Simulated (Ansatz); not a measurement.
# SiC (P6_3mc) in Ansatz: a series of runs

Runs on SiC. Level: PBE. Tasks: single point, equation of state.

All numbers are computed with Ansatz 0.2.0; they aren't measurements. Logs are shortened: lines on timing, memory, paths and dates and some standing lists are left out, and cuts for length are marked.

### Step 1. The structure

The structure is hexagonal, space group P6_3mc (No. 186). Conventional cell: a = 3.076 Å, b = 3.076 Å, c = 10.071 Å, α = 90.00°, β = 90.00°, γ = 120.00°. Around Si (site symmetry 3m) lie 4 C at 1.88 to 1.89 Å. Around Si (site symmetry 3m) lie 4 C at 1.88 to 1.89 Å. C (site symmetry 3m) is surrounded by 4 Si at 1.88 to 1.89 Å. C (site symmetry 3m) has 4 Si at 1.88 to 1.89 Å as nearest neighbours.

The cell is a database's computed one.

### Step 2. Single point, PBE, 9.69 Å³/atom (volume scaled by 0.94)

Input file input.yaml:

```yaml
crystal:
  lattice:
    - [3.0129072637, 0.0, 0.0]
    - [-1.5064536318, 2.6092542296, 0.0]
    - [0.0, 0.0, 9.8650653976]
  atoms:
    - { symbol: Si, position: [0.0, 0.0, 0.18789438] }
    - { symbol: Si, position: [0.0, 0.0, 0.68789438] }
    - { symbol: Si, position: [0.3333333333, 0.6666666667, 0.43784198] }
    - { symbol: Si, position: [0.6666666667, 0.3333333333, 0.93784198] }
    - { symbol: C, position: [0.0, 0.0, 0.00046005] }
    - { symbol: C, position: [0.0, 0.0, 0.50046005] }
    - { symbol: C, position: [0.3333333333, 0.6666666667, 0.24980259] }
    - { symbol: C, position: [0.6666666667, 0.3333333333, 0.74980259] }
hamiltonian:
  xc: pbe
  pseudopotentials: { kind: nc, accuracy: stringent }
kpoints:
  mp_grid: { grid: [10, 10, 3] }
scf:
  occupations: { method: fermi_dirac, width: 0.05 }
output:
  forces: true
  stress: true
  eigenvalues: true
  write_density: true
  write_potential: true
  elf: true
  volumetric_format: npy
```

Potentials or basis: PseudoDojo stringent (PBE files).

Launch:

```
ansatz run input.yaml --threads 2 --pin off --max-ram 5120MiB --backend cpu --events-out ev --progress --plain --runs-dir out
```

What it wrote:

```text
Warning: The stringent table, which hamiltonian.pseudopotentials names, holds the potential of the library's standard table for Si, C (one content_sha256, or a second file that the publisher made of the same generator input, which states another). The run takes no other species from the library, so that hamiltonian.pseudopotentials.accuracy: standard would change no potential of it. The deck needs no change, but a comparison with a run at hamiltonian.pseudopotentials.accuracy: standard does not test the potential of Si, C. With hamiltonian.pseudopotentials.accuracy and source left out a run reads another potential of Si, C, from this project's own files. To test it, run on another potential, such as that of hamiltonian.pseudopotentials: {kind: paw}
Warning: RAYON_NUM_THREADS=2 ignored (pool sized by the plan → 2); use --threads N
Engine: ansatz 0.2.0, x86_64-unknown-linux-gnu
Pseudopotentials: kind: nc
Pseudopotential: Si, nc, valence charge 4, recommended cutoff 489.804952 eV (normal), Si.nc.azcp (PseudoDojo's, or run here from an input of PseudoDojo's; its table is named by hamiltonian.pseudopotentials.accuracy)
Pseudopotential: C, nc, valence charge 4, recommended cutoff 1115.666836 eV (normal), C.nc.azcp (PseudoDojo's, or run here from an input of PseudoDojo's; its table is named by hamiltonian.pseudopotentials.accuracy)
Functional definition: PBE
  parameter kappa = 0.804
  parameter beta = 0.06672455060314922
  exchange = pbe_x(kappa = kappa, mu = beta*pi^2/3)
  correlation = pbe_c(beta = beta)
Crystal: 8 atoms, lattice volume = 77.554 Å³
Basis set: ecut = 1115.666836 eV, 6551 PW (Γ), exchange–correlation on 72×72×216 points (8 copies of the dense FFT grid, shifted against one another)
Bands: 24, of which v1, the nominal top of the filled ones, is band 16 counted from 1 (15 counted from 0)
Symmetry: 12 space group operations
Space group: P63mc (ITA 186), of the structure as read, at distance tolerance 4.3e-5 Å
k-points: 28 of 300 (time reversal used)
Non-local potential: Si, projectors of the file, l = 0: 2, l = 1: 2, l = 2: 2
Non-local potential: C, projectors of the file, l = 0: 2, l = 1: 2
Initial density: superposition of atomic densities (chi_scale 0.1, normalization cell, long waves kept (reshape's long-wave potential 0.00 eV rms))
Initial wavefunctions: pseudopotential atomic-orbital guess
Functional: x = pbe(κ = 0.804, μ = 0.2195149727645171), c = pbe(β = 0.06672455060314922)
SCF iter   1: F=—  HF=-1124.349704 eV  |F-HF|=—  |Δ(HF+E_count)|=         —  Δρ=1.55e-1  dr2=2.15e1  ethr=3.10e-3  ⟨swp⟩=7.1  Hψ=3892  notcnv=0  defer=4
preconditioner: auto → none  [insulator: Δε(μ)=4.156 eV  Ē_g=13.374 eV  σ=0.050 eV  W_gap=1.00  n_scr=6 (ndim 8)  ℏωp=23.9 eV  f_vac=0.000  D(μ)=0.00/eV (n_scr^D=0)  ε∞_Penn≈4.2]
SCF iter   2: F=—  HF=-1117.699451 eV  |F-HF|=—  |Δ(HF+E_count)|=    6.65e0  Δρ=4.73e-2  dr2=9.82e-1  ethr=3.10e-3  ⟨swp⟩=5.0  Hψ=2206  notcnv=0  defer=74
SCF iter   3: F=—  HF=-1117.488772 eV  |F-HF|=—  |Δ(HF+E_count)|=   2.11e-1  Δρ=1.96e-2  dr2=1.47e-1  ethr=3.07e-3  ⟨swp⟩=3.4  Hψ=1389  notcnv=0  defer=73
SCF iter   4: F=—  HF=-1117.482875 eV  |F-HF|=—  |Δ(HF+E_count)|=   5.90e-3  Δρ=1.40e-3  dr2=1.20e-3  ethr=4.58e-4  ⟨swp⟩=2.0  Hψ=746  notcnv=0  defer=75
SCF iter   5: F=—  HF=-1117.483336 eV  |F-HF|=—  |Δ(HF+E_count)|=   4.61e-4  Δρ=3.71e-4  dr2=1.70e-4  ethr=3.74e-6  ⟨swp⟩=2.1  Hψ=1035  notcnv=0  defer=75
SCF iter   6: F=—  HF=-1117.483298 eV  |F-HF|=—  |Δ(HF+E_count)|=   3.81e-5  Δρ=1.80e-4  dr2=9.75e-6  ethr=5.32e-7  ⟨swp⟩=2.0  Hψ=889  notcnv=0  defer=75
SCF iter   7: F=—  HF=-1117.483308 eV  |F-HF|=—  |Δ(HF+E_count)|=   9.90e-6  Δρ=5.32e-5  dr2=3.65e-6  ethr=3.05e-8  ⟨swp⟩=2.0  Hψ=1082  notcnv=0  defer=75
SCF iter   8: F=—  HF=-1117.483307 eV  |F-HF|=—  |Δ(HF+E_count)|=   9.61e-7  Δρ=2.24e-5  dr2=3.48e-7  ethr=1.14e-8  ⟨swp⟩=2.1  Hψ=911  notcnv=0  defer=75
SCF iter   9: F=-1117.483307 eV  HF=-1117.483307 eV  |F-HF|=8.76e-9  |Δ(HF+E_count)|=   1.11e-7  Δρ=5.75e-6  dr2=1.69e-8  ethr=3.13e-10  ⟨swp⟩=18.3  Hψ=5900  notcnv=0
SCF 1 converged in 9 iterations: F = -1117.483307 eV  dr2 = 1.69e-8
SCF converged after 9 iterations
Free energy (F): -1117.483307 eV
Harris-Foulkes:  -1117.483307 eV  (|F-HF|=8.76e-9)
Internal energy: -1117.483307 eV  (E = F + TS)
E sigma→0 (E₀):  -1117.483307 eV
Fermi energy:    11.535293 eV
--- Per-component energies (eV) ---
  E_band       = 136.382988
  E_kinetic    = 658.469161
  E_local      = -348.501812  (includes V_loc(G=0)·N_el)
  E_nonlocal   = 27.290564
  E_hartree    = 125.322353
  E_xc         = -416.795433
  E_vxc        = -451.517370  (∫ρ·V_xc dr)
  E_ewald      = -1163.268139
  E_smearing   = -0.000000  (= −TS)
  E_closure    = -0.000000  (closes the sum)
  Σ components = -1117.483307   (vs F -1117.483307, Δ=0.00e0)
--- Forces (eV/Å), atoms counted from 1 ---
  atom   1  Si     0.00000000     0.00000000     0.01043118
  atom   2  Si    -0.00000000    -0.00000000     0.01043118
  atom   3  Si    -0.00000000     0.00000000    -0.02805125
  atom   4  Si     0.00000000    -0.00000000    -0.02805125
  atom   5  C     -0.00000000     0.00000000    -0.00165848
  atom   6  C      0.00000000     0.00000000    -0.00165848
  atom   7  C     -0.00000000    -0.00000000     0.01926369
  atom   8  C      0.00000000     0.00000000     0.01926369
  max |Σ_I F_I| component: 2.97e-5 eV/Å
--- Stress (GPa, compression-positive) ---
       19.917388       0.000000      -0.000000
        0.000000      19.917388       0.000000
       -0.000000       0.000000      19.536797
  P = ⅓ Tr σ = 19.7905 GPa (197.905 kbar)
--- Band table (eV; the first three rows and the last of 28) ---
  k-point 0: bands = ["-5.6079", "-4.3696", "-4.3279", "-1.7953", "1.4107", "5.8921", "5.9367", "9.1940", "9.1940", "9.6632", "9.6632", "9.8141", "9.8141", "10.3500", "10.4042", "10.4042", "16.0646", "16.6389", "17.3045", "17.4233", "17.7258", "17.7258", "17.8013", "17.8013"]
  k-point 1: bands = ["-5.4652", "-5.0409", "-3.4263", "-2.3968", "2.2404", "3.9385", "7.9169", "9.2607", "9.2607", "9.4480", "9.4480", "9.6118", "10.0586", "10.0586", "10.3063", "10.3063", "16.1600", "16.4174", "17.5859", "17.7900", "17.7987", "17.7987", "17.8517", "17.8517"]
  k-point 2: bands = ["-5.4254", "-4.1929", "-4.1504", "-1.6419", "1.5819", "5.9516", "6.0009", "8.2301", "8.8540", "8.8914", "9.0452", "9.4602", "9.5610", "9.7776", "10.2330", "10.3322", "16.2473", "16.8713", "16.9118", "17.5124", "17.7392", "17.9778", "18.0351", "18.3047"]
  k-point 27: bands = ["-1.2492", "-1.0075", "-0.4627", "-0.3638", "2.6544", "2.9358", "2.9546", "3.5131", "4.3612", "4.5862", "5.3860", "5.7068", "6.6895", "7.6594", "7.9092", "8.2838", "13.8393", "13.9958", "16.3497", "17.1109", "17.2338", "18.2314", "19.4436", "19.7026"]
```

It took 30 s on 2 threads of Intel Xeon at 2.50GHz (Skylake/Cascade Lake), shared host; peak memory 0.51 GiB.

Results:

```
Free energy            : -1117.4833 eV
Pressure               : 19.8 GPa
Largest force          : 0.028 eV/Å
Band gap on the k mesh : 2.24 eV, indirect (least direct gap 3.38 eV)
```

Caveat: odd divisions of the mesh miss points on the zone boundary, where band edges often lie, so the gap on the mesh can be too wide.

### Step 3. Single point, PBE, 9.90 Å³/atom (volume scaled by 0.96)

input.yaml, as its differences from that of step 2:

```diff
@@ -2,5 +2,5 @@
   lattice:
-    - [3.0129072637, 0.0, 0.0]
-    - [-1.5064536318, 2.6092542296, 0.0]
-    - [0.0, 0.0, 9.8650653976]
+    - [3.0341256196, 0.0, 0.0]
+    - [-1.5170628097, 2.6276298648, 0.0]
+    - [0.0, 0.0, 9.9345399781]
   atoms:
@@ -25,5 +25 @@
   eigenvalues: true
-  write_density: true
-  write_potential: true
-  elf: true
-  volumetric_format: npy
```

Potentials or basis: PseudoDojo stringent (PBE files).

Launch:

```
ansatz run input.yaml --threads 2 --pin off --max-ram 5120MiB --backend cpu --events-out ev --progress --plain --runs-dir out
```

Run time: 23 s. Hardware: 2 threads of Intel Xeon at 2.50GHz (Skylake/Cascade Lake), shared host; peak memory 0.5 GiB.

Results (log left out):

- Free energy: -1117.6568 eV
- Pressure: 14.0 GPa
- Largest force: 0.020 eV/Å
- Band gap on the k mesh: 2.24 eV, indirect (least direct gap 3.37 eV)

Caveat: odd divisions of the mesh miss points on the zone boundary, where band edges often lie, so the gap on the mesh can be too wide.

### Step 4. Single point, PBE, 10.11 Å³/atom (volume scaled by 0.98)

input.yaml, as its differences from that of step 3:

```diff
@@ -2,5 +2,5 @@
   lattice:
-    - [3.0341256196, 0.0, 0.0]
-    - [-1.5170628097, 2.6276298648, 0.0]
-    - [0.0, 0.0, 9.9345399781]
+    - [3.0550512851, 0.0, 0.0]
+    - [-1.5275256425, 2.6457520228, 0.0]
+    - [0.0, 0.0, 10.0030562121]
   atoms:
```

Launch:

```
ansatz run input.yaml --threads 2 --pin off --max-ram 5120MiB --backend cpu --events-out ev --progress --plain --runs-dir out
```

It took 23 s on 2 threads of Intel Xeon at 2.50GHz (Skylake/Cascade Lake), shared host; peak memory 0.5 GiB.

It converged, with:

| Item | Value |
| --- | --- |
| Free energy | -1117.7734 eV |
| Pressure | 8.7 GPa |
| Largest force | 0.013 eV/Å |
| Band gap on the k mesh | 2.24 eV, indirect (least direct gap 3.37 eV) |

Caveat: odd divisions of the mesh miss points on the zone boundary, where band edges often lie, so the gap on the mesh can be too wide.

### Step 5. Single point, PBE, 10.31 Å³/atom

input.yaml, as its differences from that of step 4:

```diff
@@ -2,5 +2,5 @@
   lattice:
-    - [3.0550512851, 0.0, 0.0]
-    - [-1.5275256425, 2.6457520228, 0.0]
-    - [0.0, 0.0, 10.0030562121]
+    - [3.0756941497, 0.0, 0.0]
+    - [-1.5378470748, 2.6636292679, 0.0]
+    - [0.0, 0.0, 10.07064648]
   atoms:
```

Launch:

```
ansatz run input.yaml --threads 2 --pin off --max-ram 5120MiB --backend cpu --events-out ev --progress --plain --runs-dir out
```

It took 22 s on 2 threads of Intel Xeon at 2.50GHz (Skylake/Cascade Lake), shared host; peak memory 0.51 GiB.

The run converged. Its results:

| Item | Value |
| --- | --- |
| Free energy | -1117.8384 eV |
| Pressure | 4.0 GPa |
| Largest force | 0.008 eV/Å |
| Band gap on the k mesh | 2.23 eV, indirect (least direct gap 3.36 eV) |

Caveat: odd divisions of the mesh miss points on the zone boundary, where band edges often lie, so the gap on the mesh can be too wide.

### Step 6. Single point, PBE, 10.52 Å³/atom (volume scaled by 1.02)

input.yaml, as its differences from that of step 5:

```diff
@@ -2,5 +2,5 @@
   lattice:
-    - [3.0756941497, 0.0, 0.0]
-    - [-1.5378470748, 2.6636292679, 0.0]
-    - [0.0, 0.0, 10.07064648]
+    - [3.0960635787, 0.0, 0.0]
+    - [-1.5480317893, 2.6812697109, 0.0]
+    - [0.0, 0.0, 10.1373414467]
   atoms:
@@ -25 +25,5 @@
   eigenvalues: true
+  write_density: true
+  write_potential: true
+  elf: true
+  volumetric_format: npy
```

Potentials or basis: PseudoDojo stringent (PBE files).

Launch:

```
ansatz run input.yaml --threads 2 --pin off --max-ram 5120MiB --backend cpu --events-out ev --progress --plain --runs-dir out
```

It took 31 s on 2 threads of Intel Xeon at 2.50GHz (Skylake/Cascade Lake), shared host; peak memory 0.54 GiB.

The run converged. Its results:

* Free energy: -1117.8564 eV
* Pressure: -0.4 GPa
* Largest force: 0.004 eV/Å
* Band gap on the k mesh: 2.23 eV, indirect (least direct gap 3.35 eV)

Caveat: odd divisions of the mesh miss points on the zone boundary, where band edges often lie, so the gap on the mesh can be too wide.

### Step 7. Single point, PBE, 10.73 Å³/atom (volume scaled by 1.04)

input.yaml, as its differences from that of step 6:

```diff
@@ -2,5 +2,5 @@
   lattice:
-    - [3.0960635787, 0.0, 0.0]
-    - [-1.5480317893, 2.6812697109, 0.0]
-    - [0.0, 0.0, 10.1373414467]
+    - [3.116168451, 0.0, 0.0]
+    - [-1.5580842255, 2.6986810411, 0.0]
+    - [0.0, 0.0, 10.2031701838]
   atoms:
@@ -25,5 +25 @@
   eigenvalues: true
-  write_density: true
-  write_potential: true
-  elf: true
-  volumetric_format: npy
```

Launch:

```
ansatz run input.yaml --threads 2 --pin off --max-ram 5120MiB --backend cpu --events-out ev --progress --plain --runs-dir out
```

Run time: 23 s. Hardware: 2 threads of Intel Xeon at 2.50GHz (Skylake/Cascade Lake), shared host; peak memory 0.51 GiB.

The run converged. Its results:

```yaml
Free_energy: -1117.8319 eV
Pressure: -4.3 GPa
Largest_force: 0.006 eV/Å
Band_gap_on_the_k_mesh: 2.22 eV, indirect (least direct gap 3.33 eV)
```

Caveat: odd divisions of the mesh miss points on the zone boundary, where band edges often lie, so the gap on the mesh can be too wide.

### Step 8. Single point, PBE, 10.93 Å³/atom (volume scaled by 1.06)

input.yaml, as its differences from that of step 7:

```diff
@@ -2,5 +2,5 @@
   lattice:
-    - [3.116168451, 0.0, 0.0]
-    - [-1.5580842255, 2.6986810411, 0.0]
-    - [0.0, 0.0, 10.2031701838]
+    - [3.1360171929, 0.0, 0.0]
+    - [-1.5680085964, 2.7158705557, 0.0]
+    - [0.0, 0.0, 10.2681602811]
   atoms:
```

Launch:

```
ansatz run input.yaml --threads 2 --pin off --max-ram 5120MiB --backend cpu --events-out ev --progress --plain --runs-dir out
```

Run time: 22 s. Hardware: 2 threads of Intel Xeon at 2.50GHz (Skylake/Cascade Lake), shared host; peak memory 0.52 GiB.

Results (log left out):

```yaml
Free_energy: -1117.7687 eV
Pressure: -7.9 GPa
Largest_force: 0.012 eV/Å
Band_gap_on_the_k_mesh: 2.22 eV, indirect (least direct gap 3.32 eV)
```

Caveat: odd divisions of the mesh miss points on the zone boundary, where band edges often lie, so the gap on the mesh can be too wide.

### Step 9. Equation of state, PBE

Potentials or basis: PseudoDojo stringent.

This step only gathers the single runs of the series.

Results:

| Quantity | Value |
| --- | --- |
| Equilibrium volume | 10.50 Å³/atom |
| Bulk modulus at fixed shape and positions | 212 GPa |
| Pressure derivative of the bulk modulus | 3.9 |

Energy against volume, from the lowest point:
```tsv
volume (Å³/atom)	energy (meV/atom)
9.694	46.64
9.900	24.95
10.107	10.38
10.313	2.26
10.519	0.00
10.726	3.07
10.932	10.96
```

Caveat: the cell was scaled at fixed shape and fractional positions, which overstates the stiffness of a crystal with free parameters, most of all of layers and chains.
